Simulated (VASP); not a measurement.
A run of VASP 6.6.1 is set up as follows.

POSCAR

```
SiSe
1.0
    3.5952000000      0.0000000000      0.0000000000
   -1.7976000000      3.1135300000      0.0000000000
    0.0000000000      0.0000000000      3.5987300000
Si Se
1 1
Direct
    0.6666700000      0.3333300000      0.5000000000
    0.0000000000      0.0000000000      0.0000000000
```

Contents of INCAR.step1:

```
SYSTEM = SiSe
  ALGO = Normal
  EDIFF = 1E-5
  ENCUT = 520
  GGA = PE
  ISIF = 2
  ISMEAR = -1
  LASPH = .TRUE.
  LREAL = .FALSE.
  LWAVE = .TRUE.
  NELM = 80
  PREC = Accurate
  SIGMA = 0.05
```

The input INCAR.step2:

```
SYSTEM = SiSe
  AEXX = 0.5
  ALGO = Normal
  EDIFF = 1E-7
  ENCUT = 520
  GGA = PE
  HFRCUT = -1
  ISIF = 2
  ISMEAR = -1
  ISTART = 1
  LASPH = .TRUE.
  LCHARG = .FALSE.
  LHFCALC = .TRUE.
  LREAL = .FALSE.
  LWAVE = .FALSE.
  NELM = 80
  PREC = Accurate
  PRECFOCK = Fast
  SIGMA = 0.05
```

File KPOINTS:

```
k-points
0
G
  5 5 4
  0 0 0
```

Potentials or basis: VASP PAW PBE potentials, release 64 (Si, Se).

The run is started by

```console
$ cat potpaw_PBE.64/Si/POTCAR potpaw_PBE.64/Se/POTCAR > POTCAR
$ cp INCAR.step1 INCAR
$ mpirun -np 1 vasp_std > vasp.out
$ cp INCAR.step2 INCAR
$ mpirun -np 1 vasp_std > vasp.out
```

**Question.** Predict the largest force.

**Answer.** 0.007 eV/Å.

**Question.** What does it give for the pressure?

**Answer.** -5.8 GPa.

Forces in eV/Å, atoms in the order of the input:
```
Si   0.006 -0.003  0.000
Se  -0.006  0.003  0.000
```

Caveat: the k mesh is coarse (spacing up to 0.44 Å⁻¹), so the values aren't converged, least of all with exact exchange; the PAW data sets were made with another functional, which shifts forces and pressure a little.
